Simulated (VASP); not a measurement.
The system is Sn.

```
Sn
1.0
     0.04270    3.32716    3.32716
     3.32716    0.04270    3.32716
     3.32716    3.32716    0.04270
Sn
2
Direct
  0.00106 0.00106 0.00106
  0.24894 0.24894 0.24894
```

The cell isn't the ideal one: shear_111 strain +1.9%.

Base run:

```yaml
Program: VASP 6.6.1
Functional: r2SCAN
Potentials_or_basis: VASP PAW PBE potentials, release 64 (Sn_d)
Cutoff: 520 eV
k_mesh: 6 × 6 × 6
Occupations: fermi-dirac, width 0.02 eV
Spin: no spin polarisation
```

Its results: band gap on the k mesh none (metal or under the smearing width); pressure -0.8 GPa; largest force 0.006 eV/Å.

Q: The run is repeated on the same cell with these changes: functional from r2SCAN to PBE. What comes out?

A: Band gap on the k mesh none (metal or under the smearing width); pressure 0.7 GPa; largest force 0.010 eV/Å.

Caveats: the PAW data sets were made with another functional, which shifts forces and pressure a little (some runs).
